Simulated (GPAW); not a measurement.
Crystal: AlN.

```
Al N
1.0
     0.00000    2.18399    2.18399
     2.18399    0.00000    2.18399
     2.18399    2.18399    0.00000
Al N
1 1
Direct
  0.00000 0.00000 0.00000
  0.75000 0.75000 0.75000
```

Measurements of this composition are mostly on another form, of space group No. 186.

Base run:

* Program: GPAW 26.7.0
* Functional: vdW-DF
* Potentials or basis: GPAW PAW data sets (gpaw-data 1.2.1)
* Cutoff: 800 eV
* Basis: pw
* k mesh: 10 × 10 × 10
* Occupations: fermi-dirac, width 0.05 eV
* Spin: no spin polarisation

Its results: band gap on the k mesh 3.65 eV, indirect (least direct gap 4.51 eV).

Q: The run is repeated on the same cell with these changes: functional from vdW-DF to vdW-DF2. What comes out?

A: Band gap on the k mesh 3.91 eV, indirect (least direct gap 4.68 eV).

Not every run made on this cell is shown here.
